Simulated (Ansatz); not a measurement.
# Relaxing void in CeO2 (87 atoms), part 3 of 3

Aim: bring void in CeO2 (87 atoms) to a nearby minimum of the energy and see what moves.

Ansatz 0.2.0; Kohn-Sham DFT, PBE, PAW (set soft_2), plane waves.

The cell: 29 Ce and 58 O. The main run has no spin polarisation. Only the Γ point is sampled, in a cell whose shortest periodic width is 11 Å. No spin–orbit coupling is included.

So far. Step 3 (Cell and atoms relaxed): The relaxation changed the energy by -133 meV/atom, and atoms moved by 0.40 Å r.m.s., 2.5 Å at most.

## 5. Single point at the relaxed geometry

The electronic structure is read at the final geometry, in a run of its own.

The input, input.yaml:

```yaml
crystal:
  lattice:
    - [10.95444, -0.0204, -0.06959]
    - [-0.0204, 10.96138, 0.05341]
    - [-0.06959, 0.05341, 10.96773]
  atoms:
    - { symbol: Ce, position: [0.99074, 0.00035, 0.99952] }
    - { symbol: O, position: [0.11627, 0.12061, 0.12494] }
    - { symbol: O, position: [0.36445, 0.36256, 0.36031] }
    - { symbol: Ce, position: [0.99515, 0.2424, 0.24523] }
    [... 77 atom lines left out ...]
    - { symbol: O, position: [0.61673, 0.87795, 0.87549] }
    - { symbol: O, position: [0.0863, 0.62689, 0.61991] }
    - { symbol: O, position: [0.87815, 0.6368, 0.87221] }
    - { symbol: O, position: [0.60373, 0.88506, 0.63559] }
    - { symbol: O, position: [0.87784, 0.87694, 0.63606] }
    - { symbol: O, position: [0.60476, 0.6371, 0.89019] }
kpoints:
  mp_grid: { grid: [1, 1, 1] }
hamiltonian:
  xc: pbe
scf:
  occupations: { method: gaussian, width: 0.025 }
output:
  forces: true
  stress: true
  populations: intrinsic
  dos:
    method: { smearing: { sigma: 0.1 } }
    de: 0.1
    projected: { site_lists: { Ce: [Ce], O: [O] } }
  eigenvalues: true
  write_density: true
  write_potential: true
  volumetric_format: npy
  elf: true
```

Started as:

```bash
$ ansatz run input.yaml --threads 4 --pin off --max-ram 8192MiB --backend cpu --events-out ev --progress --plain --runs-dir out
```

Numbers of over 12 decimals in the logs are rounded to 6 here.

Output:

```text
[...]
Crystal: 87 atoms, lattice volume = 1316.870 Å³
Basis set: ecut = 420 eV, 25719 PW (Γ), exchange–correlation on 150×150×150 points (8 copies of the dense FFT grid, shifted against one another)
Bands: 596, of which v1, the nominal top of the filled ones, is band 348 counted from 1 (347 counted from 0)
Symmetry: 1 space group operations
[...]
k-points: 1
[...]
SCF iter   1: F=—  HF=-223751.211458 eV  |F-HF|=—  |Δ(HF+E_count)|=         —  Δρ=4.68e-3  dr2=2.19e-1  ethr=1.77e-3  ⟨swp⟩=6.0  Hψ=2464  notcnv=0  defer=45
[...]
SCF iter  16: F=-223751.299165 eV  HF=-223751.299165 eV  |F-HF|=1.45e-8  |Δ(HF+E_count)|=   4.35e-8  Δρ=1.25e-6  dr2=3.37e-8  ethr=1.44e-11  ⟨swp⟩=18.0  Hψ=4504  notcnv=0
SCF 1 converged in 16 iterations: F = -223751.299165 eV  dr2 = 3.37e-8
[...]
WARN: The input density's exchange-correlation potential varies sharply where the density is thin. Do not read a vacuum level from v_tot or v_xc, or from such a field of the output density. On a cell that repeats whose density bears no net charge and no dipole along the vacuum's axis use v_es (v_loc + v_h of the components); [...]
SCF converged after 16 iterations
Free energy (F): -223751.299165 eV
[...]
Internal energy: -223751.299165 eV  (E = F + TS)
E sigma→0 (E₀):  -223751.299165 eV
Fermi energy:    10.045868 eV
[...]
--- Forces (eV/Å), atoms counted from 1 ---
  atom   1  Ce    -0.00085797     0.00174902     0.00036025
  atom   2  O      0.00019606    -0.00144358    -0.00179712
  atom   3  O     -0.00235294     0.00177969     0.00081310
  atom   4  Ce    -0.00502873     0.00447320     0.00382271
  atom   5  O      0.00282208    -0.00143672     0.00005267
  atom   6  O     -0.00259284    -0.00124165    -0.00203880
  atom   7  Ce     0.00613862     0.00045162     0.00079788
  atom   8  O     -0.00141123    -0.00073220     0.00013540
  atom   9  O     -0.00057530     0.00279653    -0.00129501
  atom  10  Ce     0.00401271    -0.00239261    -0.00055582
  atom  11  O     -0.00186817     0.00065082    -0.00137040
  atom  12  O      0.00018721    -0.00069991     0.00261467
  atom  13  Ce    -0.00285596    -0.00207302    -0.00053403
  atom  14  O     -0.00129851     0.00199752    -0.00125488
[...]
atom  86  O      0.00156841    -0.00183097    -0.00140551
  atom  87  O      0.00018341    -0.00302486     0.00215941
  max |Σ_I F_I| component: 1.17e-4 eV/Å
--- Stress (GPa, compression-positive) ---
        0.005302       0.004173       0.007622
        0.004174       0.001311      -0.002846
        0.007622      -0.002846      -0.000302
  P = ⅓ Tr σ = 0.0021 GPa (0.021 kbar)
--- Band table (eV) ---
[...]
--- intrinsic populations: 87 sites ---
  site symbol       q [e]
     0     Ce     11.0788
     1      O      6.4562
     2      O      6.4989
[...]
86      O      6.4503
  spilling = 0.000000 (of n_electrons = 696.000000)
```

Run time: 51 s. Hardware: 4 threads of Arm Neoverse V2, shared host; peak memory 2.2 GiB; 3.3 min of CPU time.

The program notes that the exchange-correlation potential is rough where the density is thin.

Read from the output:

```yaml
free_energy: -223751.2992 eV
free_energy_per_atom: -2571.8540 eV/atom
scf_cycles: 16
pressure: 0.002104 GPa
r_m_s_force_component: 0.00294 eV/Å
longest_force: 0.01066 eV/Å
fermi_energy: 10.05 eV
spacing_of_highest_filled_and_lowest_empty_level: 1.804 eV
```

Intrinsic-atomic-orbital charges by element and coordination:

```tsv
element	coordination	atoms	mean charge (e)	spread	least	most
Ce	all	29	0.926	0.0228	0.87	0.979
Ce	6	3	0.885	0.0153	0.87	0.906
Ce	7	7	0.924	0.0257	0.896	0.979
Ce	8	19	0.933	0.014	0.905	0.957
O	all	58	-0.463	0.0245	-0.518	-0.415
O	3	13	-0.455	0.0229	-0.499	-0.415
O	4	45	-0.465	0.0245	-0.518	-0.429
```

States in the cell by windows of 1 eV, zero at the Fermi level; the larger projections on atomic orbitals stand beside the total:

```tsv
from (eV)	to (eV)	total	Ce f	O p	Ce d
-10	-5	0.0	0.0	0.0	0.0
-5	-4	20.4	0.2	14.0	5.5
-4	-3	107.2	3.1	76.8	22.4
-3	-2	104.8	9.4	82.0	7.9
-2	-1	110.1	14.9	88.0	3.8
-1	0	5.4	0.7	4.5	0.1
0	1	62.1	61.0	0.4	0.5
1	2	334.1	306.4	21.9	2.9
2	3	9.9	7.5	2.2	0.1
3	4	2.0	0.1	0.2	0.7
4	5	16.9	0.2	2.8	11.9
```

Between -26 and -10 eV lie 290 more states.

The stored curve holds about 638 of the 696 electrons; the rest, give or take the few that broadening carries across the Fermi level, lie in deeper levels below its range.

The levels nearest the highest filled one (over half full), pooled over k-points and spins:

```tsv
level less the highest filled one (eV)	occupation
-0.146	2
-0.106	2
-0.0851	2
-0.0831	2
-0.0583	2
0	2
1.80	0
1.81	0
1.82	0
1.83	0
1.84	0
1.85	0
```

Valence density in the ac plane at fractional y = 0.518, through the centre, with atoms of Ce within 0.45 Å of it. It is the smooth field of the valence electrons, not physical close to the nuclei.

Ten even steps from '_' (-1.0 e/Å³) to '@' (2.3 e/Å³), each cell a mean:
```
::@@**------------------==##@@**%%%%==------------------**@@--
@@##==--------------------==**####++--------------------==##@@
====------------------------------------------------------====
------------========------------------------------------------
----------==##@@@@##==----------------------::::--------------
----------**@@==--@@**------------------::::::::::------------
----------**@@****@@**----------::::::::::::::::::::::--------
----------==**%%%%**==----------::::::::::::::::::::----------
--------------------------------::::::::::::::::::------------
====--------------------------::::::::::::::::::::----------==
%%##++------------------------::::::::::::::::::::--------++%%
**@@##==------------------::::::::::::::::::::::--------==%%@@
**@@##==----------------::::::::::::::::::::::::--------==%%%%
%%##++--------------------::::::::::::::::::------------==++##
==--------------------------::::::::::::::------------------==
------------======------------::::::::----------==------------
----------==**%%%%++----------::::::------==**%%%%**==--------
----------##@@##%%%%++--------------------++@@**++@@**--------
--------==##@@##%%%%++--------------------**@@--::@@**--------
----------==##%%%%++==--------------------==##@@@@##++--------
--------------====--------------------------========----------
----------------------------==++++==--------------------------
%%**==--------------------++%%@@@@##==------------------==**##
**@@**------------------==%%%%__==@@++------------------**@@**
```
Columns run along a (11.0 Å), rows up along c (11.0 Å). Atoms in or near the plane, at fractional coordinates: Ce at (0.99, 0.98), Ce at (0.24, 0.24), Ce at (0.00, 0.49), Ce at (0.25, 0.75), Ce at (0.50, 0.00), Ce at (0.77, 0.23).

Electrostatic potential energy in the ac plane at fractional y = 0.518, through the centre, with atoms of Ce within 0.45 Å of it. With pseudopotentials it is smooth inside the atoms' cores, unlike the true potential.

Values in eV, 13 rows by 16 columns, each cell a mean:
```
-36  -4  12  14  14  13   3 -27 -30  -2  13  15  15  13  -3 -36
  2  10  12   8   7  12  12   8   8  13  16  16  16  16  11   2
 14  13   4 -24 -30  -4  12  14  14  16  16  16  16  16  16  14
 14  13   0 -34 -40  -9  11  14  15  15  16  16  16  16  16  15
 12  13  11   1  -1  10  15  16  15  15  15  15  16  15  14  12
-14   3  13  13  14  15  16  16  15  15  14  15  15  14   8  -9
-42 -12  11  14  15  15  16  15  15  14  14  14  14  13   0 -35
-14   3  13  14  13  14  15  15  14  13  13  12  13  13   8  -9
 12  13   9  -2  -2   8  13  14  14  13  10   3  -3   6  12  12
 14  12  -4 -37 -37  -4  12  14  14  13   5 -26 -42 -21   9  14
 14  13   3 -22 -21   3  13  14  14  14   8 -18 -33 -13  10  13
  6  12  12   9   9  12  11   0  -2   9  12   9   6  10  11   6
-31  -2  12  14  14  12  -1 -36 -40  -9  11  13  13  12  -1 -30
```
Columns run along a (11.0 Å; values clipped at the 3rd and 97th percentile), rows up along c (11.0 Å). Atoms in or near the plane, at fractional coordinates: Ce at (0.99, 0.98), Ce at (0.24, 0.24), Ce at (0.00, 0.49), Ce at (0.25, 0.75), Ce at (0.50, 0.00), Ce at (0.77, 0.23).

Mean intrinsic-atomic-orbital charges: Ce +0.93, O -0.46 e. The largest share in the top eV of filled states is O p (80 % of the projected weight), and in the lowest eV of empty states Ce f (93 % of the projected weight).

The surroundings of the centre named in the set-up, nearest first, numbered as they follow in the input and with coordinates relative to it.

```tsv
atom	x	y	z	distance (Å)	bonds	intrinsic-atomic-orbital charge (e)
O37	-1.93	1.32	1.47	2.76	3	-0.48
O23	-1.75	-1.68	1.42	2.81	3	-0.46
O3	-1.83	-1.71	-1.59	2.97	3	-0.50
Ce81	-0.55	2.66	2.82	3.91	7	0.98
Ce66	2.51	-3.07	-0.08	3.97	6	0.88
Ce75	2.59	-0.20	-3.00	3.97	6	0.87
Ce72	-0.36	2.76	-2.90	4.02	6	0.91
Ce61	-0.52	-2.91	2.76	4.05	7	0.93
Ce41	-3.12	-0.19	2.67	4.11	8	0.94
Ce44	-3.25	2.57	0.13	4.15	7	0.90
```

The column of bonds counts only the pairs O-Ce within 3.02 Å; other neighbours, such as metal atoms beside each other in a compound, aren't counted, and periodic images can show an atom twice.

## 6. A changed input

The input is spoilt on purpose; the run shows how that looks.

The input, input.yaml:

```yaml
crystal:
  lattice:
    - [10.822, 0.0, 0.0]
    - [0.0, 10.822, 0.0]
    - [0.0, 0.0, 10.822]
  atoms:
    [... the 87 atom lines of step 2 ...]
kpoints:
  mp_grid: { grid: [1, 1, 1] }
hamiltonian:
  xc: pbe
scf:
  occupations: { method: gaussian, width: 0.025 }
  max_iter: 75
output:
  forces: true
basis:
  ecutwfc: "30 meV"
```

Output:

```text
Error: inconsistent input (basis.ecutwfc, kpoints): the smallest per-k basis holds n_pw = 1 plane waves (k-point 0, counted from 0 among those solved) but the deck needs at least 349 band(s) per channel, and no run solves more bands than the smallest per-k basis has plane waves; [...]
```

Run time: 0.04 s. Hardware: 4 threads; peak memory 0.12 GiB.

The program refused the input before any cycle.

The program's message: “Error: inconsistent input (basis.ecutwfc, kpoints): the smallest per-k basis holds n_pw = 1 plane waves (k-point 0, counted from 0 among those solved) but the deck needs at least 349 band(s) per chann …”

The fault in the input: a cutoff in the wrong unit (basis.ecutwfc = "30 meV"). The fix is to take out basis.ecutwfc.

## 7. Summary of results

- energy change in the relaxation: -133.2 meV/atom
- r.m.s. displacement: 0.403 Å
- largest displacement: 2.532 Å
- free energy per atom: -2571.8540 eV/atom
- density: 6.294 g/cm³
- pressure: 0.002104 GPa
- r.m.s. force component: 0.00294 eV/Å
- gap (highest filled to lowest empty level): 1.804 eV
- wall time of the 3 DFT runs: 13 min

What this shows: Relaxation lowers the energy by 133 meV/atom and moves atoms by 0.40 Å r.m.s.; the r.m.s. force component goes from 1.1 to 0.0029 eV/Å, the pressure goes from 2.1 to 0.0021 GPa. Displacements are taken in the final cell, so they leave out its strain. By the final cutoffs 2 of 218 bonded pairs parted and 3 joined. The cell grew by 3.9 % in volume. From the first step to the last the energy fell by 11.590 eV, across changes of basis, and the largest move was 2.53 Å (O37). The O-Ce bonds go from 2.343 Å (spread 0.027) to 2.357 Å (spread 0.088), and their number from 218 to 219. By these cutoffs 66 % of Ce atoms have 8 and 78 % of O atoms have 4 bonded neighbours. Between filled and empty levels lie 1.80 eV at Γ alone; the mesh holds the band edges only if they fold onto it, so the gap at this level can be narrower or closed.

[Logs are printed without paths, hosts, clocks, repeated set-up lines and the standing remarks that a program may print on its own settings, such as how far it seeks lower states.]

[Hosts, paths, dates, database ids (printed as entryN), source tags and the programs' standing remarks are cut or masked in the printed files.]
